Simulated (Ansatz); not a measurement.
## KF (Carobbiite) under changes of volume

One of the cells (19.074 Å³/atom); the others are scaled copies at fixed shape and fractional positions:

```xyz
2
Lattice="0.0000 2.6719 2.6719 2.6719 0.0000 2.6719 2.6719 2.6719 0.0000" Properties=species:S:1:pos:R:3 pbc="T T T"
K     0.0000    0.0000    0.0000
F     2.6719    2.6719    2.6719
```

```yaml
Program: Ansatz 0.2.0
Functional: PBEsol
Potentials_or_basis: Ansatz PAW
Cutoff: "420 eV (not typed: the program's choice for these potentials)"
k_mesh: 9 × 9 × 9
Occupations: fermi-dirac, width 0.05 eV
Spin: no spin polarisation
```

```tsv
volume (Å³/atom)	energy over the lowest point (meV/atom)	pressure (GPa)	gap on the mesh (eV)
17.929	?	?	?
18.311	0.84	0.7	6.25
18.692	0.00	0.0	6.15
19.074	0.88	-0.7	6.05
19.455	3.13	-1.2	5.95
19.837	6.64	-1.7	5.86
20.218	11.28	-2.2	5.77
```

Q: What does the run at 17.929 Å³/atom give?

A: Energy over the lowest point 3.39 meV/atom; pressure 1.5 GPa; gap on the mesh 6.37 eV.

Worked out: A Birch-Murnaghan fit of order 3 (a polynomial in V^(-2/3)) to the other rows has its minimum at 18.68 Å³/atom with B0 = V·E''(V) = 34 GPa and B' = 5.6. It gives 3.53 meV/atom at 17.929 Å³/atom, against the run's 3.39, and -dE/dV = 1.6 GPa, against 1.5. A straight line through the other rows of the gap, of slope -4.86 eV per unit of ln V (its deformation potential), extrapolates to 6.35 eV, against the run's 6.37.

Energies are extrapolated to zero smearing.

Caveats: odd divisions of the mesh miss points on the zone boundary, where band edges often lie, so the gap on the mesh can be too wide; the PAW data sets come from PBE, with cores solved anew for the run's functional, which leaves a small shift of forces and pressure.

A mesh can miss the band edges.
